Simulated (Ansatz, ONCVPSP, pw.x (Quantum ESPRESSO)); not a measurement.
gallium (Ga): one change to the ONCV potential, in the atom and in the fcc crystal

Ga, optimised norm-conserving Vanderbilt (ONCV), made with ONCVPSP 4.0.1.1 (patched build) (PBEsol, scalar-relativistic). Core [Ar] 3d10, reference 4s1.5 4p1.5. Waves: 4s: rc 1.95 bohr, ncon 3, nbas 7, qcut 3.9 1/bohr, 2 projectors, debl 3.4 Ha; 4p: rc 2.00 bohr, ncon 4, nbas 8, qcut 3.7 1/bohr, 2 projectors, debl 1.7 Ha; d scattering state at 0.13 Ha: rc 1.85 bohr, ncon 3, nbas 7, qcut 4.9 1/bohr, 2 projectors, debl 2 Ha. Local part: polynomial inside 1.80 bohr (lpopt 5, dvloc0 1 Ha). Core correction: Teter function, fcfact 4.5, rcfact 1.1.

Change: core correction Teter function, fcfact 4.5, rcfact 1.

Cutoffs, loose and tight: the cutoffs (Ha) at which the residual kinetic energy of the hardest occupied pseudo-wave falls to 1 and 0.1 mHa per electron. They do not see the model core or the augmentation charge, which bear on the density cutoff. Test errors are all-electron minus pseudo excitation energies from the reference, over the configurations 4s2 4p1; 4s2 4p0; 4s1 4p0; 4s2 4p0.5; variants that change the core or the reference have their own tests.

Crystal test: fcc Ga in pw.x 7.5, no spin, 14³ k-points, Fermi–Dirac smearing 0.01 Ry, cutoffs set for each file from its atomic test. The reference is all-electron LAPW (Ansatz 0.2.0) with the same functional, mesh and smearing; V0 and B0 come from Birch–Murnaghan fits to the pressures at five volumes. Errors are pseudo minus all-electron; Δ is the rms difference of the E(V) curves that follow from these fits, minima aligned, over ±6 % about the mean V0. Mesh and smearing are coarse, so the numbers serve the comparison and aren't converged zero-temperature values; the lattice is a test structure that the element need not adopt.

All-electron: a0 = 4.140 Å (V0 = 17.74 Å³/atom), B0 = 60.2 GPa.

Q: Does the change bring the crystal closer to the all-electron result?

A: The mean pressure error goes from +0.08 to +0.40 GPa, so the change moves the solid further from the all-electron pressures. At 80 % of its cutoff the pressure of the base moves by -0.37 GPa.

| quantity | base | changed |
| --- | --- | --- |
| outcome (atom) | generated | generated |
| cutoff, loose (atom) | 6.4 Ha | 6.4 Ha |
| cutoff, tight (atom) | 13 Ha | 13 Ha |
| bound ghosts (atom) | none | none |
| largest test error (meV) (atom) | -25 | -14 |
| cutoffs in pw.x (Ry) | 50/200 | 50/200 |
| a0 (Å) | 4.142 | 4.149 |
| a0 error (%) | +0.05 | +0.23 |
| B0 error (%) | -1.9 | -3.0 |
| Δ (meV/atom) | 0.4 | 1.6 |
| mean pressure error (GPa) | +0.08 | +0.40 |

Base: The generator flags a localised state at positive energy (d at 9 eV). The cutoffs count occupied waves only; projector 2 of the d channel, the hardest unoccupied one, needs 119 Ha at the loose tolerance. Changed file: The generator flags a localised state at positive energy (d at 9 eV). The cutoffs count occupied waves only; projector 2 of the d channel, the hardest unoccupied one, needs 119 Ha at the loose tolerance.
